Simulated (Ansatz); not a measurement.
**CdSe (Cadmoselite) under changes of volume**

One of the cells (28.102 Å³/atom); the others are scaled copies at fixed shape and fractional positions:

```xyz
4
Lattice="4.3000 0.0000 0.0000 -2.1500 3.7239 0.0000 0.0000 0.0000 7.0200" Properties=species:S:1:pos:R:3 pbc="T T T"
Cd    2.1500    1.2413    3.5100
Cd    0.0000    2.4826    0.0000
Se    2.1500    1.2413    6.2127
Se    0.0000    2.4826    2.7027
```

```yaml
Program: Ansatz 0.2.0
Functional: revPBE
Dispersion: D3(BJ)
Potentials_or_basis: Ansatz PAW
Cutoff: "420 eV (not typed: the program's choice for these potentials)"
k_mesh: 7 × 7 × 4
Occupations: fermi-dirac, width 0.05 eV
Spin: no spin polarisation
```

```tsv
volume (Å³/atom)	energy over the lowest point (meV/atom)	pressure (GPa)	gap on the mesh (eV)	largest force (eV/Å)
26.416	22.33	4.1	0.96	0.359
26.978	?	?	?	?
27.540	3.18	1.5	0.88	0.311
28.102	0.00	0.4	0.83	0.289
28.665	0.47	-0.6	0.79	0.269
29.227	4.22	-1.5	0.75	0.250
29.789	10.88	-2.3	0.70	0.232
```

What does the run at 26.978 Å³/atom give?

Energy over the lowest point 10.46 meV/atom; pressure 2.7 GPa; gap on the mesh 0.92 eV; largest force 0.334 eV/Å.

Worked out: A Birch-Murnaghan fit of order 3 (a polynomial in V^(-2/3)) to the other rows has its minimum at 28.30 Å³/atom with B0 = V·E''(V) = 50 GPa and B' = 4.7 at fixed shape and positions, which overstates the stiffness. It gives 10.46 meV/atom at 26.978 Å³/atom, against the run's 10.46, and -dE/dV = 2.7 GPa, against 2.7. A straight line through the other rows of the gap, of slope -2.15 eV per unit of ln V (its deformation potential), gives 0.92 eV, against the run's 0.92.

Energies are extrapolated to zero smearing.

Caveats: odd divisions of the mesh miss points on the zone boundary, where band edges often lie, so the gap on the mesh can be too wide; the PAW data sets come from PBE, with cores solved anew for the run's functional, which leaves a small shift of forces and pressure.

Spin-orbit coupling on Cd, Se is left out.
